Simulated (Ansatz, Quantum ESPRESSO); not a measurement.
# Equation of state of rutile TiO2

How stiff is rutile TiO2 under hydrostatic load? Each row relaxes cell and atoms at a set pressure. The symmetry of the cell is held, so distortions that would lower it, which this phase may prefer, aren't tested. The phase is followed to these pressures whether or not it stays the stable one.

Calculated with Quantum ESPRESSO 7.5, PBEsol, PseudoDojo 0.4.1 norm-conserving potentials, cutoff 1170 eV, Fermi–Dirac smearing 0.02 eV, k-mesh 6×6×9, no spin polarisation, no spin-orbit coupling.

Reference cell, relaxed at zero pressure with PBEsol (P4_2/mnm): a = 4.5865 Å, b = 4.5865 Å, c = 2.9383 Å, α = 90.00°, β = 90.00°, γ = 90.00°.

```
atom       x       y       z
  Ti  0.0000  0.0000  0.0000
  Ti  0.5000  0.5000  0.5000
   O  0.3045  0.3045  0.0000
   O  0.1955  0.8045  0.5000
   O  0.6955  0.6955  0.0000
   O  0.8045  0.1955  0.5000
```

```
V (Å³/atom)    V/V0  P (GPa)  E − E0 (meV/atom)
    10.4958  1.0189   −3.990                2.4
     9.8951  0.9605    9.986               12.2
     9.7225  0.9438   14.985               25.6
     9.5649  0.9285   19.984               42.8
     9.2850  0.9013   29.994               86.3
```

V0 = 10.3016 Å³ an atom, where the residual pressure P0 is −0.006 GPa. **Question.** Fit the Birch–Murnaghan law and give the pressure and the energy at V = 10.0863 Å³ an atom, a row left out above.

With the Eulerian strain f = ½[(V0/V)^(2/3) − 1] and F = (P − P0)/[3f(1 + 2f)^(5/2)], the third-order law is the line F = B0 + (3/2) B0 (B′ − 4) f.

| f | F (GPa) |
| --- | --- |
| 0.03586 | 234.52 |
| 0.02535 | 232.23 |
| 0.01966 | 230.78 |
| 0.01360 | 228.98 |
| −0.00619 | 221.44 |

A straight line through the 5 rows: the means are 0.01766 for f and 229.59 for F, Σ(Δx)² = 0.0009797 and ΣΔxΔy = 0.3093, so the slope is 0.3093/0.0009797 = 315.68 and the intercept 229.59 − (315.68)(0.01766) = 224.02.

Hence B0 = 224.0 GPa and B′ = 4 + (315.7)/(1.5 × 224.0) = 4.94. For the withheld volume f = 0.00709, F = 226.25 GPa and P = 4.98 GPa. The run itself gives 4.99 GPa, so the estimate misses by 0.01 GPa; the fitted rows themselves lie up to 0.10 GPa off the law.

Integrating the same law gives E − E0 = (9/2) B0 V0 f²[1 + (B′ − 4) f] + P0(V0 − V), with 1 GPa Å³ = 6.2415 meV: 3.3 meV an atom. The run itself gives 3.3 meV, so the estimate misses by 0.0 meV, a rounding's worth.

The same fit over all rows at other levels or in other programs gives B0 = 223 GPa with PBEsol (Ansatz) and 224 GPa with PBEsol (Quantum ESPRESSO, GBRV).

Measured volume: 10.394 Å³ an atom (American Mineralogist 80 448 1995, 300 K), so V0 is −0.9 % off. A stiffness follows the volume as d ln B/d ln V = −B′, which moves B0 by about −4 % when it is taken at the measured volume.

The calculation is for a static lattice, while measurements hold thermal and zero-point motion.

[Logs are printed without paths, hosts, clocks, repeated set-up lines and the standing remarks that a program may print on its own settings, such as how far it seeks lower states.]
